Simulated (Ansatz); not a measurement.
# CuAu (P4/mmm) in Ansatz: settings compared

One crystal, CuAu, is run at these levels: RPBE, PBE, PBEsol; tasks: single point.

Program: Ansatz 0.2.0. These are calculated values, not measurements. Logs are shortened: lines on timing, memory, paths and dates and some standing lists are left out, and cuts for length are marked.

## 1. The structure

It takes space group P4/mmm (No. 123, tetragonal). Conventional cell: a = 2.811 Å, b = 2.811 Å, c = 3.685 Å, α = 90.00°, β = 90.00°, γ = 90.00°. Au (site symmetry 4/mmm) has 8 Cu at 2.71 Å and 4 Au at 2.81 Å as nearest neighbours. Cu (site symmetry 4/mmm) has 8 Au at 2.71 Å and 4 Cu at 2.81 Å as nearest neighbours.

## 2. Single point, RPBE

File input.yaml:

```yaml
crystal:
  lattice:
    - [2.8107494552, 0.0, 0.0]
    - [0.0, 2.8107494552, 0.0]
    - [0.0, 0.0, 3.685]
  atoms:
    - { symbol: Au, position: [0.0, 0.0, 0.0] }
    - { symbol: Cu, position: [0.5, 0.5, 0.5] }
kpoints:
  mp_grid: { grid: [9, 9, 7] }
scf:
  occupations: { method: gaussian, width: 0.05 }
hamiltonian:
  xc: rpbe
  pseudopotentials: { kind: all_electron, lapw: { basis_error: 0.001 } }
output:
  forces: true
  stress: true
  eigenvalues: true
```

Potentials or basis: all-electron LAPW, scalar-relativistic.

The run is started by

```
> ansatz run input.yaml --threads 1 --pin off --max-ram 3072MiB --backend cpu --events-out ev --progress --plain --runs-dir out
```

The program printed:

```text
Warning: RAYON_NUM_THREADS=1 ignored (pool sized by the plan → 1); use --threads N
LAPW: plane waves up to 8.442 Å⁻¹, error target 1.0e-3 eV per atom; small_component_spin mean_spin; Cu in spheres of 1.323 Å, 19 of its electrons in bands, Dirac shells []; Au in spheres of 1.387 Å, 43 of its electrons in bands, Dirac shells [] (how accurate: hamiltonian.pseudopotentials.lapw.basis_error, Limitations)
Engine: ansatz 0.2.0, aarch64-unknown-linux-gnu
Pseudopotentials: kind: all_electron
Pseudopotential: Au, LAPW, valence charge 43, lapw/all_electron/scalar/gaussian/Au, Koelling and Harmon's equation, gaussian nucleus
Pseudopotential: Cu, LAPW, valence charge 19, lapw/all_electron/scalar/gaussian/Cu, Koelling and Harmon's equation, gaussian nucleus
Functional definition: RPBE
  parameter kappa = 0.804
  parameter beta = 0.06672455060314922
  exchange = rpbe_x(kappa = kappa, mu = beta*pi^2/3)
  correlation = pbe_c(beta = beta)
Crystal: 2 atoms, lattice volume = 29.113 Å³
Basis set: ecut = 271.5459730939888 eV, 293 PW (Γ), exchange–correlation at level 2
Bands: 38, of which v1, the nominal top of the filled ones, is band 31 counted from 1 (30 counted from 0)
Symmetry: 16 space group operations
Space group: P4/mmm (ITA 123), of the structure as read, at distance tolerance 3.1e-5 Å
k-points: 60 of 567
Non-local potential: Au, projectors of the file, none
Non-local potential: Cu, projectors of the file, none
Initial density: superposition of atomic densities (chi_scale 0.1, normalization cell, long waves kept (reshape's long-wave potential 0.00 eV rms))
Initial wavefunctions: plane waves of lowest kinetic energy (no species holds an atomic orbital)
Functional: x = rpbe, c = pbe(β = 0.06672455060314922)
iter 1 solved again at ethr=2.77e-4 eV; its pass at ethr=1.00e-1 eV (dr2=1.72e-1 eV) is discarded
SCF iter   1: F=—  HF=-562279.491397 eV  |F-HF|=—  |Δ(HF+E_count)|=         —  Δρ=3.28e-2  dr2=1.72e-1  ethr=2.77e-4  ⟨swp⟩=2.9  Hψ=14727  notcnv=0
preconditioner: auto → none  [insulator: Δε(μ)=0.095 eV  Ē_g=13.433 eV  σ=0.050 eV  W_gap=0.72  n_scr=14 (ndim 8)  ℏωp=32.3 eV  f_vac=0.003  D(μ)=0.62/eV (n_scr^D=2)  ε∞_Penn≈6.8]
SCF iter   2: F=—  HF=-562279.911841 eV  |F-HF|=—  |Δ(HF+E_count)|=   4.20e-1  Δρ=2.43e-2  dr2=3.05e-1  ethr=2.77e-4  ⟨swp⟩=3.0  Hψ=7411  notcnv=0
iter 3 solved again at ethr=2.63e-5 eV; its pass at ethr=2.77e-4 eV (dr2=1.63e-2 eV) is discarded
SCF iter   3: F=—  HF=-562278.623359 eV  |F-HF|=—  |Δ(HF+E_count)|=    1.29e0  Δρ=6.98e-3  dr2=1.63e-2  ethr=2.63e-5  ⟨swp⟩=2.0  Hψ=11471  notcnv=0
SCF iter   4: F=—  HF=-562278.608515 eV  |F-HF|=—  |Δ(HF+E_count)|=   1.48e-2  Δρ=4.10e-3  dr2=3.52e-3  ethr=2.63e-5  ⟨swp⟩=2.0  Hψ=6612  notcnv=0
SCF iter   5: F=—  HF=-562278.606367 eV  |F-HF|=—  |Δ(HF+E_count)|=   2.15e-3  Δρ=1.90e-3  dr2=5.94e-4  ethr=5.67e-6  ⟨swp⟩=2.0  Hψ=6543  notcnv=0
SCF iter   6: F=—  HF=-562278.606106 eV  |F-HF|=—  |Δ(HF+E_count)|=   2.61e-4  Δρ=4.51e-4  dr2=3.17e-5  ethr=9.58e-7  ⟨swp⟩=2.0  Hψ=6545  notcnv=0
SCF iter   7: F=—  HF=-562278.606120 eV  |F-HF|=—  |Δ(HF+E_count)|=   1.39e-5  Δρ=1.10e-4  dr2=2.99e-6  ethr=5.11e-8  ⟨swp⟩=2.0  Hψ=6545  notcnv=0
SCF iter   8: F=—  HF=-562278.606122 eV  |F-HF|=—  |Δ(HF+E_count)|=   2.33e-6  Δρ=1.50e-5  dr2=3.56e-8  ethr=4.82e-9  ⟨swp⟩=2.0  Hψ=6545  notcnv=0
SCF iter   9: F=-562278.606122 eV  HF=-562278.606122 eV  |F-HF|=1.44e-8  |Δ(HF+E_count)|=   6.76e-8  Δρ=3.00e-6  dr2=2.64e-9  ethr=5.73e-11  ⟨swp⟩=2.1  Hψ=6555  notcnv=0
SCF 1 converged in 9 iterations: F = -562278.606122 eV  dr2 = 2.64e-9
SCF converged after 9 iterations
Free energy (F): -562278.606122 eV
Harris-Foulkes:  -562278.606122 eV  (|F-HF|=1.44e-8)
Internal energy: -562278.605354 eV  (E = F + TS)
E sigma→0 (E₀):  -562278.605738 eV
Entropy (-TS):   -0.000768 eV (-0.384 meV/atom)
Fermi energy:    21.688076 eV
--- Per-component energies (eV) ---
  E_band       = -4269.074210
  E_kinetic    = 635365.003435
  E_xc         = -11775.966971
  E_electrostatic = -1185867.641819  (all electrons and nuclei)
  E_smearing   = -0.000768  (= −TS)
  E_closure    = 0.000000  (closes the sum)
  E_atoms      = -562272.609693  (free atoms, spherical and without spin; not in F)
  Σ components = -562278.606122   (vs F -562278.606122, Δ=0.00e0)
  Basis errors (estimates in eV, not in F): energy 2.4e-4 per atom: plane waves 2.1e-4 (1.1e-4 summed), levels above the bands 0.0e0, relativity 1.6e-8, radial functions 2.8e-5, core shells 4.8e-8; eigenvalues (radial functions only) 1.6e-6; not estimated: angular momenta, meshes, grids; target (lapw.basis_error) 1.0e-3; muffin-tin radii Cu 1.323 Å, Au 1.387 Å
--- Forces (eV/Å), atoms counted from 1 ---
  atom   1  Au    -0.00000000     0.00000000     0.00000000
  atom   2  Cu     0.00000000    -0.00000000    -0.00000000
  max |Σ_I F_I| component: 1.38e-30 eV/Å
--- Stress (GPa, compression-positive) ---
        9.094544      -0.000000      -0.000000
       -0.000000       9.094544      -0.000000
       -0.000000      -0.000000       8.387689
  P = ⅓ Tr σ = 8.8589 GPa (88.589 kbar)
--- Band table (eV; the first three rows and the last of 60) ---
  k-point 0: bands = ["-301.4600", "-301.4600", "-301.4545", "-301.4521", "-301.4337", "-90.6836", "-84.1236", "-57.1679", "-57.1600", "-57.1600", "-57.1558", "-57.1533", "-57.1439", "-57.1439", "-47.9954", "-47.9859", "-47.9859", "-35.5713", "-35.5112", "-35.5112", "11.9393", "15.0940", "15.2444", "17.6456", "17.6456", "18.7051", "18.9075", "19.5945", "20.0427", "20.2655", "20.2655", "23.8109", "29.7630", "31.7577", "31.7577", "38.3770", "38.5075", "39.0408"]
  k-point 1: bands = ["-301.4600", "-301.4600", "-301.4545", "-301.4521", "-301.4337", "-90.6836", "-84.1236", "-57.1679", "-57.1600", "-57.1600", "-57.1558", "-57.1533", "-57.1439", "-57.1439", "-47.9955", "-47.9859", "-47.9859", "-35.5723", "-35.5111", "-35.5111", "12.1869", "15.1381", "15.3283", "17.6931", "17.6931", "18.7429", "18.8407", "19.5244", "19.9994", "20.1146", "20.1146", "22.4319", "31.5241", "32.2363", "32.2363", "37.3844", "38.3896", "40.2900"]
  k-point 2: bands = ["-301.4600", "-301.4600", "-301.4545", "-301.4521", "-301.4337", "-90.6836", "-84.1236", "-57.1679", "-57.1600", "-57.1600", "-57.1558", "-57.1533", "-57.1439", "-57.1439", "-47.9955", "-47.9859", "-47.9859", "-35.5747", "-35.5111", "-35.5111", "12.8625", "15.2430", "15.5405", "17.8204", "17.8204", "18.6849", "18.8388", "19.2728", "19.7690", "19.7690", "19.8909", "20.2711", "33.5584", "33.5584", "34.8012", "36.5138", "38.1958", "40.0783"]
  k-point 59: bands = ["-301.4600", "-301.4600", "-301.4545", "-301.4521", "-301.4337", "-90.6814", "-84.1119", "-57.1674", "-57.1608", "-57.1608", "-57.1555", "-57.1535", "-57.1438", "-57.1438", "-48.0017", "-48.0017", "-47.9928", "-35.6493", "-35.6491", "-35.5491", "15.1577", "15.9245", "15.9957", "17.8736", "18.5259", "18.5364", "18.8351", "19.6258", "19.9246", "20.0745", "25.1874", "26.7927", "26.9999", "27.9417", "28.9735", "29.4058", "30.7962", "32.3396"]
```

It took 22 s on 1 thread of Arm Neoverse V2, shared host; peak memory 0.4 GiB.

Results:

- Free energy: -562278.6061 eV
- Pressure: 8.9 GPa
- Band gap on the k mesh: none (metal or under the smearing width)

## 3. Single point, PBE

input.yaml: that of step 2 with these lines changed.

```diff
@@ -11,5 +11,5 @@
 scf:
-  occupations: { method: gaussian, width: 0.05 }
+  occupations: { method: gaussian, width: 0.02 }
 hamiltonian:
-  xc: rpbe
+  xc: pbe
   pseudopotentials: { kind: all_electron, lapw: { basis_error: 0.001 } }
```

Potentials or basis: all-electron LAPW, scalar-relativistic.

The run is started by

```
> ansatz run input.yaml --threads 1 --pin off --max-ram 3072MiB --backend cpu --events-out ev --progress --plain --runs-dir out
```

Run time: 20 s. Hardware: 1 thread of Arm Neoverse V2, shared host; peak memory 0.4 GiB.

Results (log left out):

```yaml
Free_energy: -562259.2836 eV
Pressure: 4.5 GPa
Band_gap_on_the_k_mesh: none (metal or under the smearing width)
```

Stress tensor (GPa, compression positive):
```
4.72 0.00 0.00
0.00 4.72 0.00
0.00 0.00 4.06
```

Levels at points of the mesh, in eV from the Fermi level:
```csv
k point,band 27,band 28,band 29,band 30,band 31,band 32,band 33,band 34,band 35,band 36
"(0.00, 0.00, 0.00)",-2.80,-2.11,-1.66,-1.43,-1.43,2.09,8.03,10.02,10.02,16.71
```

The run has no spin-orbit coupling, so splittings on Au are missing.

## 4. Single point, PBEsol (strain_z = 0)

input.yaml: that of step 3 with these lines changed.

```diff
@@ -11,5 +11,5 @@
 scf:
-  occupations: { method: gaussian, width: 0.02 }
+  occupations: { method: fermi_dirac, width: 0.05 }
 hamiltonian:
-  xc: pbe
+  xc: pbesol
   pseudopotentials: { kind: all_electron, lapw: { basis_error: 0.001 } }
```

The run is started by

```
> ansatz run input.yaml --threads 1 --pin off --max-ram 3072MiB --backend cpu --events-out ev --progress --plain --runs-dir out
```

It took 27 s on 1 thread of Arm Neoverse V1, shared host; peak memory 0.4 GiB.

It converged, with:

- Free energy: -562080.6958 eV
- Pressure: -4.0 GPa
- Band gap on the k mesh: none (metal or under the smearing width)

Stress tensor (GPa, compression positive):
```
-3.85  0.00  0.00
 0.00 -3.85  0.00
 0.00  0.00 -4.19
```

Levels at points of the mesh, in eV from the Fermi level:
```tsv
k point	band 27	band 28	band 29	band 30	band 31	band 32	band 33	band 34	band 35	band 36
(0.00, 0.00, 0.00)	-2.77	-2.07	-1.62	-1.39	-1.39	2.07	8.04	9.99	9.99	16.71
```

The run has no spin-orbit coupling, so splittings on Au are missing.

## 5. The runs side by side

```csv
level,cell,cutoff (eV),smearing,gap on the mesh (eV),pressure (GPa)
RPBE,as given,272,gaussian 0.05 eV,none,8.9
PBE,as given,271,gaussian 0.02 eV,none,4.5
PBEsol,strain_z = 0,271,fermi-dirac 0.05 eV,none,-4.0
```

Alike in all rows: task single point; potentials or basis all-electron LAPW, scalar-relativistic; no spin polarisation; k mesh 9 × 9 × 7; basis error allowed 0.001 eV/atom.

Compare energies only between runs with the same functional and basis.
